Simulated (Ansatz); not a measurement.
## Ge: one atom moved along a line

Level of theory: DFT r2SCAN, scalar-relativistic, plane waves, PAW in Ansatz. Settings: plane waves to 500 eV, k-mesh 6×6×6 (Γ-centred), Gaussian smearing 0.03 eV. No spin polarisation. Energies are free energies at this smearing, counted from the undisturbed cell; pressure is positive in compression.

The undisturbed cell (relaxed at this level):

```
Ge
1.0
     5.67501    0.00000    0.00000
     0.00000   -5.67501    0.00000
     0.00000    0.00000   -5.67501
Ge
8
Direct
  0.50000 0.00000 0.00000
  0.00000 0.50000 0.00000
  0.00000 0.00000 0.50000
  0.50000 0.50000 0.50000
  0.75000 0.75000 0.75000
  0.25000 0.25000 0.75000
  0.25000 0.75000 0.25000
  0.75000 0.25000 0.25000
```

Atom 1 (Ge) is moved by x along the Cartesian unit vector (0.577, 0.577, 0.577); the cell and all other atoms stay fixed.

```csv
x (Å),ΔE (meV/cell)
-0.4500,802.7
-0.1500,117.4
0.0000,0.0
0.3000,697.2
```

(1) Predict the force along x on the moved atoms (eV/Å) at each point.

Answers

(1)
```
  x (Å) force along x on the moved atoms (eV/Å)
-0.4500                                     2.78
-0.1500                                     1.46
 0.0000                                     0.00
 0.3000                                    -5.32
```

Cost: 4 runs of about 6.3 core-minutes in all, on Intel Xeon Processor @ 2.50GHz (Skylake/Cascade Lake) (shared hosts).